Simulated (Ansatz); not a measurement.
Runs of Ansatz 0.2.0 on AlNi3. The structure is cubic, space group Pm-3m (No. 221). The conventional cell has a = 3.523 Å, b = 3.523 Å, c = 3.523 Å, α = 90.00°, β = 90.00°, γ = 90.00°. Ni (site symmetry 4/mmm) is surrounded by 8 Ni at 2.49 Å and 4 Al at 2.49 Å. Al (site symmetry m-3m) has 12 Ni at 2.49 Å as nearest neighbours. The cell is a database's computed one.

```tsv
task	level	spin	U	hubbard projectors	double counting	gap on the mesh (eV)	pressure (GPa)	moment (μB)
density of states	PBE+U	collinear, ferromagnetic start	Ni d U = 8 eV	ortho-atomic (the default)	fll (the default)	none	32.1	2.68
single point	PBEsol	collinear, ferrimagnetic start	-	-	-	none	-0.6	0.67
single point	PBEsol	non-collinear, antiferromagnetic start	-	-	-	none	-0.6	0.67
density of states	PBE+U	collinear, ferromagnetic start	Ni d U = 5 eV	ortho-atomic (the default)	fll (the default)	none	7.7	0.83
single point	PBEsol	collinear, antiferromagnetic start	-	-	-	none	-0.6	0.67
single point	PBEsol	non-collinear, random start	-	-	-	none	-0.6	0.67
single point	PBEsol	collinear, random start	-	-	-	none	-0.6	0.67
single point	PBEsol	off	-	-	-	none	(a)	-
single point	PBEsol	collinear, ferromagnetic start	-	-	-	none	-0.6	0.67
```

Alike in all rows: potentials or basis Ansatz PAW; cell as given; k mesh 6 × 6 × 6; cutoff (eV) 420; smearing fermi-dirac 0.05 eV.

Question: Estimate the missing entries.

Answer: (a) -0.8.

Caveats: the PAW data sets come from PBE, with cores solved anew for the run's functional, which leaves a small shift of forces and pressure (some runs); the starting moments weren't kept (some runs); the magnetic or orbital state may not be the lowest (some runs); the U is typed as a test and isn't derived for this compound (some runs); the density of states is complete only up to the lowest level of the last band computed (some runs); a pressure of tens of GPa on the cell as given is suspect, and the run, the potentials or the cell itself is likely at fault (some runs).

A gap of «none» marks a metal or a gap under the smearing width.
